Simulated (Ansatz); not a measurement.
MoSe2:

```
Mo Se
1.0
     3.28800    0.00000    0.00000
    -1.64400    2.84749    0.00000
     0.00000    0.00000   12.90000
Mo Se
2 4
Cartesian
  1.6440 0.9492 9.6750
  0.0000 1.8983 3.2250
  1.6440 0.9492 4.8375
  0.0000 1.8983 11.2875
  1.6440 0.9492 1.6125
  0.0000 1.8983 8.0625
```

```yaml
Program: Ansatz 0.2.0
Task: relaxation of cell and atoms
Functional: revPBE
Dispersion: D4
Potentials_or_basis: Ansatz PAW
Cutoff: "420 eV (not typed: the program's choice for these potentials)"
k_mesh: 9 × 9 × 2
Occupations: fermi-dirac, width 0.05 eV
Spin: no spin polarisation
```

At the start: volume 20.13 Å³/atom.

Q: How do energy, volume and symmetry change on relaxing?

A: It ends after 5 steps and the volume is 19.34 Å³/atom (-3.9 %); space group P6_3/mmc (No. 194, to 0.05 Å).

The path:
| step | energy change (eV) | largest force (eV/Å) | volume (Å³) |
| --- | --- | --- | --- |
| 1 | 0.0000 | 1.1550 | 120.78 |
| 2 | -0.1689 | 0.0293 | 117.44 |
| 3 | -0.1719 | 0.0017 | 115.68 |
| 4 | -0.1724 | 0.0016 | 116.07 |
| 5 | -0.1717 | 0.0016 | 116.07 |

Final structure:
```
CELL_PARAMETERS angstrom
3.26727 0.00000 0.00000
-1.63364 2.82954 0.00000
0.00000 0.00000 12.55458
ATOMIC_POSITIONS crystal
Mo 0.66667 0.33333 0.75000
Mo 0.33333 0.66667 0.25000
Se 0.66667 0.33333 0.38356
Se 0.33333 0.66667 0.88356
Se 0.66667 0.33333 0.11644
Se 0.33333 0.66667 0.61644
```

Caveat: the plane-wave basis is chosen anew once the cell has moved, so the energies of steps on either side of that aren't comparable; the PAW data sets come from PBE, with cores solved anew for the run's functional, which leaves a small shift of forces and pressure.
